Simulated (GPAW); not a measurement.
Wanted: an ASE script for a GPAW 26.7.0 run.

| Property | Result |
| --- | --- |
| Task | relaxation of cell and atoms |
| Functional | PBE |
| Dispersion | D4 |
| Potentials or basis | GPAW PAW data sets (gpaw-data 1.2.1) |
| Cutoff | 600 eV |
| Basis | pw |
| k mesh | 6 × 6 × 3 |
| Occupations | fermi-dirac, width 0.05 eV |
| Spin | no spin polarisation |
| Maxiter | 150 |
| Optimizer | FIRE |
| Fmax | 0.01 eV/Å |
| Max steps | 60 |

The structure of SnSe2 lies in SnSe2.xyz:

```xyz
3
Lattice="3.8110000000 0.0000000000 0.0000000000 -1.9055000000 3.3004228138 0.0000000000 0.0000000000 0.0000000000 6.1360000000" Properties=species:S:1:pos:R:3 pbc="T T T"
Sn     0.0000000000      0.0000000000      0.0000000000
Se     1.9055000002      1.1001409378      4.6081360000
Se    -0.0000000002      2.2002818760      1.5278640000
```

These files were run (other wordings do the same):

run.py

```python
from ase.calculators.mixing import SumCalculator
from ase.filters import FrechetCellFilter
from ase.io import read, write
from ase.optimize import FIRE
from dftd4.ase import DFTD4
from gpaw import GPAW, PW

atoms = read('SnSe2.xyz')

calc = GPAW(mode=PW(600),
            xc='PBE',
            kpts={'size': (6, 6, 3), 'gamma': True},
            occupations={'name': 'fermi-dirac', 'width': 0.05},
            nbands=24,
            convergence={'density': 1e-05, 'energy': 1e-05},
            maxiter=150,
            txt='gpaw.txt')
atoms.calc = SumCalculator([calc, DFTD4(method='pbe')])
opt = FIRE(FrechetCellFilter(atoms), trajectory='relax.traj', logfile='-')
done = opt.run(fmax=0.01, steps=60)
calc.write('gs.gpw')
write('result.traj', atoms)
print('Converged:', done)
print('Cell:', atoms.cell.cellpar().round(4))
print('Volume:', round(atoms.get_volume(), 4))
print(atoms.get_scaled_positions().round(5))
```

Potentials or basis: GPAW PAW data sets (gpaw-data 1.2.1), pw.

Run with:

```console
$ OMP_NUM_THREADS=1 python run.py
```

Results of the run:

The relaxed volume is 25.78 Å³/atom. The relaxed cell is a = 3.833 Å, b = 3.833 Å, c = 6.078 Å, α = 90.00°, β = 90.00°, γ = 120.00° and the space group after relaxing (to 0.05 Å) is P-3m1 (No. 164). The energy gained by relaxing is 17.6 meV/atom. The ionic steps are 39 and the pressure after relaxing is -0.1 GPa. The largest force after relaxing is 0.009 eV/Å. The band gap on the k mesh is 0.60 eV, indirect (least direct gap 0.93 eV). The dispersion energy per atom is -0.396 eV.

Caveat: later steps reuse the first step's grids; spin-orbit coupling is left out, which moves the levels of the heavy elements; an odd mesh through Γ misses points on the zone boundary, where band edges often lie.

Wall time 5.7 min on 1 thread of Intel(R) Xeon(R) 6975P-C (Granite Rapids) (shared host), peak memory 0.29 GiB.
